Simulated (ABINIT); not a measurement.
# InP (F-43m) in ABINIT: settings compared

One crystal, InP, is run at these levels: WC, PBE+D3(BJ); tasks: band structure, equation of state.

Program: ABINIT 10.8.3 (patched build). These are calculated values, not measurements. Logs are shortened: lines on timing, memory, paths and dates and some standing lists are left out, and cuts for length are marked. The log counts tension as positive stress, the text compression.

**The experiment to reproduce.**

A printed reference work, data compilation reports, for a bulk crystal of InP: band gap 1.4236 eV (direct) at 1.6 K; bulk modulus 71 GPa.

How close the calculation comes is told below.

## Step 1: The structure

Symmetry: F-43m, No. 216, cubic system. The conventional cell has a = 5.861 Å, b = 5.861 Å, c = 5.861 Å, α = 90.00°, β = 90.00°, γ = 90.00°. Around In (site symmetry -43m) lie 4 P at 2.54 Å. Around P (site symmetry -43m) lie 4 In at 2.54 Å.

## Step 2: Band structure, WC

The input, run.abi:

```
# Datasets: ground state, then fixed potential
ndtset 2

# Pseudopotentials
pp_dirpath "./"
pseudos "In.GGA_PBE-JTH.xml, P.GGA_PBE-JTH.xml"

# Structure
acell 4.1443528445 4.1443528445 4.1443528445 Angstrom
rprim
     0.0000000000     0.7071067812     0.7071067812
     0.7071067812     0.0000000000     0.7071067812
     0.7071067812     0.7071067812     0.0000000000
ntypat 2
znucl 49 15
natom 2
typat 1 2
xred
     0.0000000000     0.0000000000     0.0000000000
     0.7500000000     0.7500000000     0.7500000000

# Plane-wave basis
ecut 544.227725 eV
pawecutdg 40.0

# Exchange and correlation
ixc 23

# Bands and occupations
occopt 3
tsmear 0.05 eV

# SCF cycle
nstep 100

# Output
iomode 3
prtwf 0
prteig 0
prtebands 0
enunit 2
prtden1 1
prtvha1 1
prtvclmb1 1
prtpot1 1

# Dataset 1
kptopt1 1
ngkpt1 8 8 8
nshiftk1 1
shiftk1 0.0 0.0 0.0
nband1 13
tolvrs1 1.0e-9

# Dataset 2: bands along G-X-W-K-G-L-U-W-L-K
iscf2 -2
getden2 1
nband2 17
nbdbuf2 2
tolwfr2 1.0e-12
kptopt2 -9
ndivsm2 6
prteig2 1
kptbounds2
     0.0000000000     0.0000000000     0.0000000000
     0.5000000000     0.0000000000     0.5000000000
     0.5000000000     0.2500000000     0.7500000000
     0.3750000000     0.3750000000     0.7500000000
     0.0000000000     0.0000000000     0.0000000000
     0.5000000000     0.5000000000     0.5000000000
     0.6250000000     0.2500000000     0.6250000000
     0.5000000000     0.2500000000     0.7500000000
     0.5000000000     0.5000000000     0.5000000000
     0.3750000000     0.3750000000     0.7500000000
```

Potentials or basis: JTH PAW PBE v2.0.

The run is started by

```console
abinit run.abi > log 2>&1
```

run.abo:

```text
.Version 10.8.3 of ABINIT
 DATASET    1 : space group F-4 3 m (#216); Bravais cF (face-center cubic)
================================================================================
 Values of the parameters that define the memory need for DATASET  1.
     intxc =       0    ionmov =       0      iscf =      17    lmnmax =      18
     lnmax =       6     mgfft =      32  mpssoang =       3    mqgrid =    3001
     natom =       2  nloc_mem =       2    nspden =       1   nspinor =       1
    nsppol =       1      nsym =      24    n1xccc =       1    ntypat =       2
    occopt =       3   xclevel =       2
       mpw =        1475          nfft =       32768          nkpt =          29
 PAW method is used; the additional fine FFT grid is defined by:
   mgfftf=        48    nfftf =    110592
================================================================================
================================================================================

 DATASET    2 : space group F-4 3 m (#216); Bravais cF (face-center cubic)
================================================================================
 Values of the parameters that define the memory need for DATASET  2.
     intxc =       0    ionmov =       0      iscf =      -2    lmnmax =      18
     lnmax =       6     mgfft =      32  mpssoang =       3    mqgrid =    3001
     natom =       2  nloc_mem =       2    nspden =       1   nspinor =       1
    nsppol =       1      nsym =      24    n1xccc =       1    ntypat =       2
    occopt =       3   xclevel =       2
       mpw =        1472          nfft =       32768          nkpt =         103
 PAW method is used; the additional fine FFT grid is defined by:
   mgfftf=        48    nfftf =    110592
================================================================================
================================================================================

--------------------------------------------------------------------------------
------------- Echo of variables that govern the present computation ------------
--------------------------------------------------------------------------------
 -outvars: echo values of preprocessed input variables --------
            acell      7.8316918452E+00  7.8316918452E+00  7.8316918452E+00 Bohr
              amu      1.14820000E+02  3.09737620E+01
             ecut      2.00000000E+01 Hartree
           enunit           2
           getden1          0
           getden2          1
             iscf1         17
             iscf2         -2
                       outvar_i_n : Printing only first  50 k-points.
              ixc          23
           jdtset        1    2
                       outvar_i_n : Printing only first  50 k-points.
           kptopt1          1
           kptopt2         -9
         kptrlatt        8    0    0      0    8    0      0    0    8
          kptrlen1     6.26535348E+01
          kptrlen2     3.00000000E+01
            natom           2
            nband1         13
            nband2         17
           nbdbuf1          0
           nbdbuf2          2
           ndtset           2
           ndivsm1          0
           ndivsm2          6
            ngfft          32      32      32
          ngfftdg          48      48      48
             nkpt1         29
             nkpt2        103
            nstep         100
             nsym          24
           ntypat           2
           occopt           3
        pawecutdg      4.00000000E+01 Hartree
         pawxcdev           0
        prtebands           0
           prteig1          0
           prteig2          1
           prtpot1          1
           prtpot2          0
         prtvclmb1          1
         prtvclmb2          0
           prtvha1          1
           prtvha2          0
            prtwf           0
            rprim      0.0000000000E+00  7.0710678120E-01  7.0710678120E-01
                       7.0710678120E-01  0.0000000000E+00  7.0710678120E-01
                       7.0710678120E-01  7.0710678120E-01  0.0000000000E+00
[... 981 lines left out ...]
 Non-SCF case, kpt  103 (  0.37500  0.37500  0.75000), residuals and eigenvalues=
  7.15E-13  5.36E-13  1.70E-13  3.38E-13  4.84E-13  3.50E-13  9.76E-13  4.71E-13
  2.46E-13  1.80E-13  8.12E-13  3.51E-13  3.83E-13  7.41E-13  8.87E-13  3.63E-07
  6.26E-05
 -3.5906E-01 -3.5049E-01 -3.4986E-01 -3.4858E-01 -3.4682E-01 -1.6910E-01
 -4.1313E-02  4.3660E-02  9.5033E-02  2.4974E-01  3.2568E-01  4.3985E-01
  4.4118E-01  4.6610E-01  5.2884E-01  6.3680E-01  6.7500E-01

--- !ResultsGS
iteration_state: {dtset: 2, }
comment   : Summary of ground state results
lattice_vectors:
- [  0.0000000,   5.5378424,   5.5378424, ]
- [  5.5378424,   0.0000000,   5.5378424, ]
- [  5.5378424,   5.5378424,   0.0000000, ]
lattice_lengths: [   7.83169,    7.83169,    7.83169, ]
lattice_angles: [ 60.000,  60.000,  60.000, ] # degrees, (23, 13, 12)
lattice_volume:   3.3966576E+02
convergence: {deltae:  0.000E+00, res2:  0.000E+00, residm:  9.998E-13, diffor:  0.000E+00, }
etotal    :  -6.47430973E+01
entropy   :   0.00000000E+00
fermie    :   1.79026326E-01
cartesian_stress_tensor: null
pressure_GPa: null
xred      :
- [  0.0000E+00,   0.0000E+00,   0.0000E+00, In]
- [  7.5000E-01,   7.5000E-01,   7.5000E-01,  P]
cartesian_forces: null
force_length_stats: {min: null, max: null, mean: null, }
...

 Integrated electronic density in atomic spheres:
 ------------------------------------------------
 Atom  Sphere_radius  Integrated_density
    1        2.50645         11.25587983
    2        1.60765          1.58307028

================================================================================

 ----iterations are completed or convergence reached----

 Mean square residual over all n,k,spin=   48.064E-14; max=  99.978E-14
 reduced coordinates (array xred) for    2 atoms
       0.000000000000      0.000000000000      0.000000000000
       0.750000000000      0.750000000000      0.750000000000

 cartesian coordinates (angstrom) at end:
    1      0.00000000000000     0.00000000000000     0.00000000000000
    2      4.39575000004719     4.39575000004719     4.39575000004719
 length scales=  7.831691845232  7.831691845232  7.831691845232 bohr
              =  4.144352844500  4.144352844500  4.144352844500 angstroms
 Eigenvalues (hartree) for nkpt= 103  k points:
 kpt#   1, nband= 17, wtk=  1.00000, kpt=  0.0000  0.0000  0.0000 (reduced coord)
  -0.35320   -0.35320   -0.35320   -0.34757   -0.34757   -0.25739    0.16752    0.16752
   0.16752    0.18825    0.31493    0.31493    0.31493    0.47305    0.51400    0.51400
   0.57314
 kpt#   2, nband= 17, wtk=  1.00000, kpt=  0.0294  0.0000  0.0294 (reduced coord)
  -0.35328   -0.35317   -0.35317   -0.34758   -0.34756   -0.25689    0.15871    0.16622
   0.16622    0.19701    0.31316    0.31665    0.31665    0.47590    0.50716    0.51429
   0.57428
 kpt#   3, nband= 17, wtk=  1.00000, kpt=  0.0588  0.0000  0.0588 (reduced coord)
  -0.35349   -0.35307   -0.35307   -0.34762   -0.34753   -0.25541    0.14403    0.16252
   0.16252    0.21148    0.30823    0.32164    0.32164    0.48353    0.49226    0.51517
   0.57764
 kpt#   4, nband= 17, wtk=  1.00000, kpt=  0.0882  0.0000  0.0882 (reduced coord)
  -0.35384   -0.35291   -0.35291   -0.34768   -0.34747   -0.25296    0.12852    0.15691
   0.15691    0.22645    0.30105    0.32939    0.32939    0.47282    0.49758    0.51662
   0.58285
 kpt#   5, nband= 17, wtk=  1.00000, kpt=  0.1176  0.0000  0.1176 (reduced coord)
[... 380 lines left out ...]
  -0.35845   -0.35104   -0.35042   -0.34805   -0.34703   -0.17691   -0.03819    0.05162
   0.10630    0.26023    0.34283    0.40476    0.41069    0.48049    0.52357    0.60882
   0.64571
 kpt# 101, nband= 17, wtk=  1.00000, kpt=  0.4000  0.4000  0.7000 (reduced coord)
  -0.35867   -0.35084   -0.35018   -0.34825   -0.34698   -0.17348   -0.03859    0.04527
   0.10194    0.25652    0.34267    0.41691    0.41864    0.47160    0.52201    0.62855
   0.65993
 kpt# 102, nband= 17, wtk=  1.00000, kpt=  0.3875  0.3875  0.7250 (reduced coord)
  -0.35888   -0.35065   -0.34999   -0.34842   -0.34690   -0.17071   -0.03990    0.04270
   0.09813    0.25284    0.33586    0.42964    0.43121    0.46501    0.52346    0.63851
   0.68142
 kpt# 103, nband= 17, wtk=  1.00000, kpt=  0.3750  0.3750  0.7500 (reduced coord)
  -0.35906   -0.35049   -0.34986   -0.34858   -0.34682   -0.16910   -0.04131    0.04366
   0.09503    0.24974    0.32568    0.43985    0.44118    0.46610    0.52884    0.63680
   0.67500
 Eigenvalues (   eV  ) for nkpt= 103  k points:
 kpt#   1, nband= 17, wtk=  1.00000, kpt=  0.0000  0.0000  0.0000 (reduced coord)
  -9.61109   -9.61109   -9.61109   -9.45793   -9.45793   -7.00391    4.55842    4.55842
   4.55842    5.12252    8.56960    8.56960    8.56960   12.87230   13.98658   13.98658
  15.59588
 kpt#   2, nband= 17, wtk=  1.00000, kpt=  0.0294  0.0000  0.0294 (reduced coord)
  -9.61313   -9.61022   -9.61022   -9.45808   -9.45762   -6.99042    4.31876    4.52307
   4.52307    5.36082    8.52138    8.61654    8.61654   12.95000   13.80066   13.99456
  15.62695
 kpt#   3, nband= 17, wtk=  1.00000, kpt=  0.0588  0.0000  0.0588 (reduced coord)
  -9.61901   -9.60753   -9.60753   -9.45909   -9.45671   -6.95013    3.91924    4.42238
   4.42238    5.75476    8.38738    8.75221    8.75221   13.15753   13.39510   14.01845
  15.71829
 kpt#   4, nband= 17, wtk=  1.00000, kpt=  0.0882  0.0000  0.0882 (reduced coord)
  -9.62843   -9.60330   -9.60330   -9.46079   -9.45524   -6.88352    3.49723    4.26973
   4.26973    6.16214    8.19210    8.96310    8.96310   12.86614   13.53977   14.05797
  15.86028
 kpt#   5, nband= 17, wtk=  1.00000, kpt=  0.1176  0.0000  0.1176 (reduced coord)
[... 381 lines left out ...]
   2.89260    7.08115    9.32888   11.01403   11.17548   13.07477   14.24707   16.56688
  17.57061
 kpt# 101, nband= 17, wtk=  1.00000, kpt=  0.4000  0.4000  0.7000 (reduced coord)
  -9.75983   -9.54682   -9.52887   -9.47628   -9.44167   -4.72072   -1.05002    1.23180
   2.77386    6.98014    9.32442   11.34469   11.39173   12.83287   14.20460   17.10380
  17.95766
 kpt# 102, nband= 17, wtk=  1.00000, kpt=  0.3875  0.3875  0.7250 (reduced coord)
  -9.76556   -9.54180   -9.52368   -9.48099   -9.43975   -4.64512   -1.08568    1.16199
   2.67032    6.88008    9.13920   11.69122   11.73382   12.65358   14.24414   17.37463
  18.54236
 kpt# 103, nband= 17, wtk=  1.00000, kpt=  0.3750  0.3750  0.7500 (reduced coord)
  -9.77062   -9.53738   -9.52012   -9.48526   -9.43743   -4.60150   -1.12417    1.18805
   2.58599    6.79569    8.86223   11.96886   12.00508   12.68331   14.39053   17.32820
  18.36775

== END DATASET(S) ==============================================================
================================================================================

 -outvars: echo values of variables after computation  --------
            acell      7.8316918452E+00  7.8316918452E+00  7.8316918452E+00 Bohr
           etotal1    -6.4743097252E+01
            fcart1     7.0502829136E-28  3.6466980588E-29 -5.5916036901E-28
                      -7.0502829136E-28 -3.6466980588E-29  5.5916036901E-28
            rprim      0.0000000000E+00  7.0710678120E-01  7.0710678120E-01
                       7.0710678120E-01  0.0000000000E+00  7.0710678120E-01
                       7.0710678120E-01  7.0710678120E-01  0.0000000000E+00
           strten1    -8.7219302871E-06 -8.7219302871E-06 -8.7219302872E-06
                       0.0000000000E+00  0.0000000000E+00  0.0000000000E+00
           xangst      0.0000000000E+00  0.0000000000E+00  0.0000000000E+00
                       4.3957500000E+00  4.3957500000E+00  4.3957500000E+00
             xred      0.0000000000E+00  0.0000000000E+00  0.0000000000E+00
                       7.5000000000E-01  7.5000000000E-01  7.5000000000E-01
 Calculation completed.
```

It took 57 s on 1 thread of Arm Neoverse V1, shared host; peak memory 0.14 GiB.

What came out:

```
Free energy                                           : -1761.7494 eV
Band gap on the k mesh                                : 0.56 eV, direct
Valence electrons inside the program's atomic spheres : In 11.26; P 1.58
```

Levels at the corners of the path, in eV from the valence-band top:
```csv
point,band 6,band 7,band 8,band 9,band 10,band 11,band 12,band 13
Γ,-11.56,0.00,0.00,0.00,0.56,4.01,4.01,4.01
X,-9.15,-5.83,-2.36,-2.36,1.62,2.16,9.05,9.50
W,-9.07,-5.68,-3.01,-2.98,4.19,4.32,5.46,6.07
K,-9.16,-5.68,-3.37,-1.97,2.24,4.30,7.41,7.45
Γ,-11.56,0.00,0.00,0.00,0.56,4.01,4.01,4.01
L,-9.81,-5.81,-0.99,-0.99,1.37,4.74,4.74,6.92
U,-9.16,-5.68,-3.37,-1.97,2.24,4.30,7.41,7.45
W,-9.07,-5.68,-3.01,-2.98,4.19,4.32,5.46,6.07
L,-9.81,-5.81,-0.99,-0.99,1.37,4.74,4.74,6.92
K,-9.16,-5.68,-3.37,-1.97,2.24,4.30,7.41,7.45
```

Caveat: the cutoff is too short for stress, so the log's stress isn't used; the PAW data sets were made with another functional, which shifts forces and pressure a little; spin-orbit coupling is left out, which moves the levels of the heavy elements.

(Part 1 of 2 ends here.)
